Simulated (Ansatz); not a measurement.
BeS in the zincblende structure: a single-point calculation in the plane-wave code Ansatz (r2SCAN). The cell was relaxed with r2SCAN and then strained (biaxial -0.5 % in x and y, z held), with the atoms relaxed again with r2SCAN; k points keep the names of the unstrained zone.

```yaml
crystal:
  lattice:
    - [0.0, 2.4221346992, 2.4343062304]
    - [2.4221346992, 0.0, 2.4343062304]
    - [2.4221346992, 2.4221346992, 0.0]
  atoms:
    - { symbol: Be, position: [0.0, 0.0, 0.0] }
    - { symbol: S, position: [0.25, 0.25, 0.25] }
kpoints:
  mp_grid: { grid: [10, 10, 10] }
  band_path:
    path:
      - [0.0, 0.0, 0.0]
      - [-0.5, -0.5, 0.0]
      - [-0.375, -0.375, 0.25]
      - [-0.375, 0.0, 0.375]
      - [0.0, 0.0, 0.5]
      - [-0.5, -0.25, 0.25]
      - [-0.0375, 0.0, 0.0375]
    npoints: 1
hamiltonian:
  xc: r2scan
scf:
  occupations: { method: fixed }
  n_extra_bands: 4
output:
  forces: true
  stress: true
  eigenvalues: true
```

The output follows, shortened, with numbered blanks.
```
scf.n_extra_bands = 4 over 4 filled bands (N_el = 8.0): the run solves 8 bands
Functional definition: r2SCAN
Crystal: 2 atoms, lattice volume = 28.563 Å³
Basis set: ecut = 500 eV, 725 PW (Γ)
Symmetry: 8 space group operations
Space group: I-4m2 (ITA 119)
k-points: 102 of 1000 (time reversal used)
SCF converged after 6 iterations
Free energy (F): -1001.595258 eV
[1]
--- Stress (GPa, compression-positive) ---
        1.165105       0.000000       0.000000
        0.000000       1.165105       0.000000
        0.000000       0.000000       0.651251
  P = ⅓ Tr σ = 0.9938 GPa (9.938 kbar)
--- Band table (eV; the first three rows and the last of 102) ---
[2]
```

The rows of the band table are 0: (0, 0, 0) = Γ, 1: (0, 0, 0.100), 2: (0, 0, 0.200), 101: (-1/2, -1/2, 0) = X.

Problem. Fill in the blanks. They hold the Fermi energy and the band table.

Solution.
```
[1]
Fermi energy:    5.123343 eV
[2]
  k-point 0: bands = [-9.1762, 5.0952, 5.1233, 5.1233, 11.3405, 11.3405, 11.3464, 11.7859]
  k-point 1: bands = [-9.0570, 4.2864, 4.9690, 4.9914, 11.3505, 11.5895, 11.5929, 12.6158]
  k-point 2: bands = [-8.7170, 2.6083, 4.6578, 4.6888, 11.3107, 12.0863, 12.0931, 14.3274]
  k-point 101: bands = [-6.9461, -0.0988, 2.4302, 2.4302, 8.7084, 10.5014, 18.8973, 18.8973]
```
The trailing digits, and the zero of the energies, depend on the potentials and thresholds.

Calculated for a static, non-magnetic cell.
